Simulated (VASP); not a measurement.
## MgS: single point with LDA

MgS:

```
S Mg
1.0
     0.00000    2.83312    2.83312
     2.83312    0.00000    2.83312
     2.83312    2.83312    0.00000
S Mg
1 1
Direct
  0.25000 0.25000 0.25000
  0.00000 0.00000 0.00000
```

The cell comes from a database or a generator and needn't be the stable form of this composition.

```json
{
 "Program": "VASP 6.6.1",
 "Task": "single point",
 "Functional": "LDA",
 "Potentials or basis": "VASP PAW LDA potentials, release 64 (S, Mg)",
 "Cutoff": "900 eV",
 "k mesh": "9 × 9 × 9",
 "Occupations": "gaussian, width 0.02 eV",
 "Spin": "no spin polarisation"
}
```

The pressure is -2.5 GPa and the band gap on the k mesh is 3.18 eV, direct.

Levels at points of the mesh, in eV from the valence-band top:
```
           k point  band 2  band 3  band 4  band 5  band 6  band 7
(0.00, 0.00, 0.00)    0.00    0.00    0.00    3.18    7.76    7.76
```

Wall time 26 s on 1 thread of Intel(R) Xeon(R) Platinum 8488C (Sapphire Rapids), with other jobs on the host, peak memory 0.2 GiB.

Expect the measured gap to be larger: semilocal functionals such as LDA lack the derivative discontinuity.
